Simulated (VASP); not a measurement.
# KMgF3 (Pm-3m) in VASP: notebook, part 2 of 2

VASP 6.6.1.

**5. Single point, PBEsol (atoms moved at random, drawn with an rms of 0.05 Å)**

File INCAR:

```
SYSTEM = KMgF3
ALGO = Normal
EDIFF = 1E-7
ENCUT = 520
GGA = PS
ISIF = 2
ISMEAR = -1
KPAR = 2
LASPH = .True.
LCHARG = .True.
LREAL = .False.
LVHAR = .True.
LWAVE = .False.
NBANDS = 24
NELM = 60
PREC = Accurate
SIGMA = 0.05
```

File KPOINTS:

```
k-points
0
Gamma
  7 7 7
  0 0 0
```

File POSCAR:

```
KMgF3
1.0
    3.9859000000      0.0000000000      0.0000000000
    0.0000000000      3.9859000000      0.0000000000
    0.0000000000      0.0000000000      3.9859000000
K Mg F
1 1 3
Direct
    0.4915570000      0.5214180000      0.4837880000
   -0.0018630000      0.0062290000      0.0002000000
    0.0015480000      0.0008360000      0.5151270000
   -0.0024120000      0.4889800000      0.0097390000
    0.5067060000      0.0081420000     -0.0027700000
```

Potentials or basis: VASP PAW PBE potentials, release 64 (K_sv, Mg, F).

Started as:

```console
cat potpaw_PBE.64/K_sv/POTCAR potpaw_PBE.64/Mg/POTCAR potpaw_PBE.64/F/POTCAR > POTCAR
mpirun -np 2 vasp_std > vasp.out
```

OUTCAR:

```text
SYSTEM = KMgF3
   EDIFF = 1E-7
   ENCUT = 520
   GGA = PS
   ISIF = 2
   ISMEAR = -1
   LASPH = .True.
   LREAL = .False.
   NELM = 60
   PREC = Accurate

 ion  position               nearest neighbor table
   1  0.492  0.521  0.484-   4 2.73   3 2.74   5 2.74   4 2.77   3 2.79   5 2.82   5 2.82   3 2.85
                             2 3.36   2 3.40   2 3.44   2 3.44   2 3.47   2 3.47   2 3.51   2 3.54
   2  0.998  0.006  0.000-   4 1.92   3 1.93   5 1.96   5 2.03   3 2.05   4 2.06   1 3.36   1 3.40
                             1 3.44   1 3.44   1 3.47   1 3.47   1 3.51   1 3.54
   3  0.002  0.001  0.515-   2 1.93   2 2.05   1 2.74   1 2.79   1 2.85
   4  0.998  0.489  0.010-   2 1.92   2 2.06   1 2.73   1 2.77
   5  0.507  0.008  0.997-   2 1.96   2 2.03   1 2.74   1 2.82   1 2.82

  LATTYP: Found a simple cubic cell.
 ALAT       =     3.9859000000

  Lattice vectors:

 A1 = (   3.9859000000,   0.0000000000,   0.0000000000)
 A2 = (   0.0000000000,   3.9859000000,   0.0000000000)
 A3 = (   0.0000000000,   0.0000000000,   3.9859000000)

Analysis of symmetry for initial positions (statically):
=====================================================================
 Subroutine PRICEL returns:
 Original cell was already a primitive cell.

 Routine SETGRP: Setting up the symmetry group for a
 simple cubic supercell.

 Subroutine GETGRP returns: Found  1 space group operations
 (whereof  1 operations were pure point group operations)
 out of a pool of 48 trial point group operations.

The static configuration has the point symmetry C_1 .

Analysis of symmetry for dynamics (positions and initial velocities):
=====================================================================
 Subroutine PRICEL returns:
 Original cell was already a primitive cell.

 Routine SETGRP: Setting up the symmetry group for a
 simple cubic supercell.

 Subroutine GETGRP returns: Found  1 space group operations
 (whereof  1 operations were pure point group operations)
 out of a pool of 48 trial point group operations.

The dynamic configuration has the point symmetry C_1 .

 Subroutine INISYM returns: Found  1 space group operations
 (whereof  1 operations are pure point group operations),
 and found     1 'primitive' translations

----------------------------------------------------------------------------------------

                                     Primitive cell

  volume of cell :      63.3256

  direct lattice vectors                    reciprocal lattice vectors
     3.985900000  0.000000000  0.000000000     0.250884367  0.000000000  0.000000000
     0.000000000  3.985900000  0.000000000     0.000000000  0.250884367  0.000000000
     0.000000000  0.000000000  3.985900000     0.000000000  0.000000000  0.250884367

  length of vectors
     3.985900000  3.985900000  3.985900000     0.250884367  0.250884367  0.250884367

  position of ions in fractional coordinates (direct lattice)
     0.491557000  0.521418000  0.483788000
     0.998137000  0.006229000  0.000200000
     0.001548000  0.000836000  0.515127000
     0.997588000  0.488980000  0.009739000
     0.506706000  0.008142000  0.997230000

  ion indices of the primitive-cell ions
   primitive index   ion index
[... 23 lines left out ...]

  Shift w.r.t. Gamma in fractional coordinates (k-lattice)
     0.000000000  0.000000000  0.000000000

 Subroutine IBZKPT returns following result:
 ===========================================

 Found    172 irreducible k-points:

 Following reciprocal coordinates:
            Coordinates               Weight
  0.000000  0.000000  0.000000      1.000000
  0.142857  0.000000  0.000000      2.000000
  0.000000  0.142857  0.000000      2.000000
  0.000000  0.000000  0.142857      2.000000
  0.285714  0.000000  0.000000      2.000000
  0.000000  0.285714  0.000000      2.000000
[... 16 lines left out ...]
  0.000000 -0.285714  0.142857      2.000000
 -0.142857  0.000000  0.285714      2.000000
 [... further k-points ...]
   k-points           NKPTS =    172   k-points in BZ     NKDIM =    172   number of bands    NBANDS=     24
   number of dos      NEDOS =    301   number of ions     NIONS =      5
   total plane-waves  NPLWV =  27000
   dimension x,y,z NGX =    30 NGY =   30 NGZ =   30
   dimension x,y,z NGXF=    60 NGYF=   60 NGZF=   60
   ions per type =               1   1   3
   NGX,Y,Z   is equivalent  to a cutoff of  12.51, 12.51, 12.51 a.u.
   NGXF,Y,Z  is equivalent  to a cutoff of  25.03, 25.03, 25.03 a.u.
 SYSTEM =  KMgF3
   PREC   = accura    normal or accurate (medium, high low for compatibility)
   ISTART =      0    job   : 0-new  1-cont  2-samecut
   ICHARG =      2    charge: 1-file 2-atom 10-const
   ISPIN  =      1    spin polarized calculation?
   LNONCOLLINEAR =      F non collinear calculations
   LSORBIT =      F    spin-orbit coupling
   LASPH  =      T    aspherical Exc in radial PAW
   ENCUT  =  520.0 eV  38.22 Ry    6.18 a.u.   7.41  7.41  7.41*2*pi/ulx,y,z
   NELM   =     60;   NELMIN=  2; NELMDL= -5     # of ELM steps
   EDIFF  = 0.1E-06   stopping-criterion for ELM
   LREAL  =      F    real-space projection
   EDIFFG = 0.1E-05   stopping-criterion for IOM
   NSW    =      0    number of steps for IOM
   IBRION =     -1    ionic relax: 0-MD 1-quasi-New 2-CG
   NFREE  =      0    steps in history (QN), initial steepest desc. (CG)
   ISIF   =      2    stress and relaxation
   ISYM   =      2    0-nonsym 1-usesym 2-fastsym
   POTIM  = 0.5000    time-step for ionic-motion
   TEBEG  =    0.0;   TEEND  =   0.0 temperature during run
   PSTRESS=    0.0 pullay stress
   NELECT =      32.0000    total number of electrons
   NUPDOWN=      -1.0000    fix difference up-down
   EMIN   =  10.00;   EMAX   =-10.00  energy-range for DOS
   EFERMI =   0.00;   METHOD = LEGACY
   ISMEAR =    -1;   SIGMA  =   0.05  broadening in eV -4-tet -1-fermi 0-gaus
   EFERMI_NEDOS =   21; number of points for ismear=-14 and -15
   IALGO  =     38    algorithm
   IMIX   =      4    mixing-type and parameters
     AMIX     =   0.40;   BMIX     =  1.00
     AMIX_MAG =   1.60;   BMIX_MAG =  1.00
  volume/ion in A,a.u.               =      12.67        85.47
  Fermi-wavevector in a.u.,A,eV,Ry     =   1.303962  2.464132 23.134232  1.700318
  Thomas-Fermi vector in A             =   2.434930
   LORBIT       =      0    0 simple, 1 ext, 2 COOP (PROOUT), +10 PAW based schemes
   GGA     = PS    functional components
   LHFCALC =     F    Hartree Fock is set to
   AEXX    =    0.0000 exact exchange contribution
   IVDW    =     0    specifies the selected vdW correction
   LEPSILON=     F    determine dielectric tensor
   LRPA    =     F    only Hartree local field effects (RPA)
 non-spin polarized calculation
  energy-cutoff  :      520.00
  volume of cell :       63.33
 maximum number of plane-waves:      1743
 NGX is ok and might be reduce to    30
   NGX = 15   NGY = 15   NGZ = 15

 number of electron      31.9999999 magnetization

 Free energy of the ion-electron system (eV)
  ---------------------------------------------------
  ext. energy  EPLUGINS =         0.00000000
  ---------------------------------------------------
  free energy    TOTEN  =       -25.20015790 eV

  energy without entropy =      -25.20015790  energy(sigma->0) =      -25.20015790

 E-fermi :  -0.5355     XC(G=0):  -9.9396

 val. band max:       -1.7376360176   @ k =   0.4286  -0.4286   0.4286
 cond. band min:       5.4067150075   @ k =   0.0000   0.0000   0.0000
 fundamental gap:      7.1443510251
 Fermi energy:        -0.5355421501

 k-point     1 :       0.0000    0.0000    0.0000
  band No.  band energies     occupation
      1     -27.1820      2.00000
      2     -21.7253      2.00000
      3     -21.0564      2.00000
      4     -21.0499      2.00000
      5     -10.7503      2.00000
      6     -10.7466      2.00000
[... 637 lines left out ...]
     23      12.1724      0.00000
     24      14.0647      0.00000

 [... further k-points ...]
[... 5 lines left out ...]
  --------------------------------------------------------------------------------------
  -------------------------------------------------------------------------------------
  Total        0.1451677      0.2582897      0.2090069     -0.0110076      0.0174361      0.0095546
  in kB        3.6728340      6.5348936      5.2880060     -0.2785005      0.4411438      0.2417386
  external PRESSURE =       5.1652445 kB  Pullay stress =       0.0000000 kB

 VOLUME and BASIS-vectors are now :
 -----------------------------------------------------------------------------
  energy-cutoff  :      520.00
  volume of cell :       63.33
      direct lattice vectors                 reciprocal lattice vectors
     3.985900000  0.000000000  0.000000000     0.250884367  0.000000000  0.000000000
     0.000000000  3.985900000  0.000000000     0.000000000  0.250884367  0.000000000
     0.000000000  0.000000000  3.985900000     0.000000000  0.000000000  0.250884367

 POSITION                                       TOTAL-FORCE (eV/Angst)
 -----------------------------------------------------------------------------------
      1.95930      2.07832      1.92833         0.077908     -0.165891      0.176594
      3.97847      0.02483      0.00080         0.197374     -0.392895      0.331915
      0.00617      0.00333      2.05324         0.025824     -0.068085     -0.632096
      3.97629      1.94903      0.03882         0.061300      0.762018      0.005688
      2.01968      0.03245      3.97486        -0.362407     -0.135147      0.117899
 -----------------------------------------------------------------------------------
    total drift:                               -0.000545      0.000949     -0.002189

  FREE ENERGIE OF THE ION-ELECTRON SYSTEM (eV)
  ---------------------------------------------------
  free  energy   TOTEN  =       -25.2001578978 eV

  energy  without entropy=      -25.2001578978  energy(sigma->0) =      -25.20015790
```

OSZICAR:

```text
N       E                     dE             d eps       ncg     rms          rms(c)
DAV:   1     0.218271462765E+03    0.21827E+03   -0.17377E+04  8576   0.128E+03
DAV:   2    -0.155708947072E+02   -0.23384E+03   -0.22500E+03 10432   0.341E+02
DAV:   3    -0.266205064483E+02   -0.11050E+02   -0.10987E+02 11968   0.685E+01
DAV:   4    -0.270896646859E+02   -0.46916E+00   -0.46908E+00 11096   0.856E+00
DAV:   5    -0.270924192393E+02   -0.27546E-02   -0.27545E-02 11160   0.716E-01    0.818E+00
DAV:   6    -0.252299700797E+02    0.18624E+01   -0.58726E+00 10104   0.175E+01    0.408E+00
DAV:   7    -0.252104017460E+02    0.19568E-01   -0.25488E-01 10104   0.281E+00    0.243E+00
DAV:   8    -0.252008548679E+02    0.95469E-02   -0.70040E-02 10552   0.241E+00    0.328E-01
DAV:   9    -0.251999899392E+02    0.86493E-03   -0.15573E-02 10712   0.863E-01    0.146E-01
DAV:  10    -0.252001859893E+02   -0.19605E-03   -0.92401E-04 10368   0.205E-01    0.112E-01
DAV:  11    -0.252001612128E+02    0.24776E-04   -0.12644E-04 10600   0.855E-02    0.349E-02
DAV:  12    -0.252001577366E+02    0.34761E-05   -0.32860E-05 10488   0.427E-02    0.277E-03
DAV:  13    -0.252001579594E+02   -0.22277E-06   -0.19589E-06 11264   0.755E-03    0.185E-03
DAV:  14    -0.252001578978E+02    0.61597E-07   -0.18637E-07  8784   0.327E-03
   1 F= -.25200158E+02 E0= -.25200158E+02  d E =-.148813E-10
```

stdout:

```text
POSCAR found type information on POSCAR K MgF
 POSCAR found :  3 types and       5 ions
 scaLAPACK will be used
 -----------------------------------------------------------------------------
|                                                                             |
|                                                                             |
|     You enforced a specific xc type in the INCAR file but a different       |
|     I HOPE YOU KNOW WHAT YOU ARE DOING!                                     |
|                                                                             |
 -----------------------------------------------------------------------------

 LDA part: xc-table for (Slater+PW92), standard interpolation
 POSCAR, INCAR and KPOINTS ok, starting setup
 FFT: planning ... GRIDC
 FFT: planning ... GRID_SOFT
 FFT: planning ... GRID
 WAVECAR not read
 entering main loop
```

Wall time 2.3 min (2 MPI ranks of Intel Xeon Platinum 8259CL at 2.50GHz (Skylake/Cascade Lake), shared host); peak memory 0.34 GiB.

What came out:

```yaml
Free_energy: -25.2002 eV
Pressure: 0.5 GPa
Largest_force: 0.765 eV/Å
Band_gap_on_the_k_mesh: 7.14 eV, indirect (least direct gap 7.43 eV)
```

Forces on the atoms (eV/Å):
```
K    0.078 -0.166  0.177
Mg   0.197 -0.393  0.332
F    0.026 -0.068 -0.632
F    0.061  0.762  0.006
F   -0.362 -0.135  0.118
```

Caveat: the PAW data sets were made with another functional, which shifts forces and pressure a little; an odd mesh through Γ misses points on the zone boundary, where band edges often lie.

**6. The runs side by side**

| level | cell | ladder | gap on the mesh (eV) | pressure (GPa) | largest force (eV/Å) |
| --- | --- | --- | --- | --- | --- |
| PBE | as given | - | 7.34 | 3.4 | - |
| PBE | atoms moved at random, drawn with an rms of 0.05 Å | - | 7.32 | 4.0 | 0.80 |
| PBEsol | as given | free | 7.16 | -0.1 | - |
| PBEsol | atoms moved at random, drawn with an rms of 0.05 Å | free | 7.14 | 0.5 | 0.76 |

Alike in all rows: task single point; potentials or basis VASP PAW PBE potentials, release 64 (K_sv, Mg, F); no spin polarisation; k mesh 7 × 7 × 7; cutoff (eV) 520; smearing fermi-dirac 0.05 eV.

Caveats: an odd mesh through Γ misses points on the zone boundary, where band edges often lie; the PAW data sets were made with another functional, which shifts forces and pressure a little (some runs).

Total energies depend on the potentials used, so only differences within one code and one set of settings carry meaning.
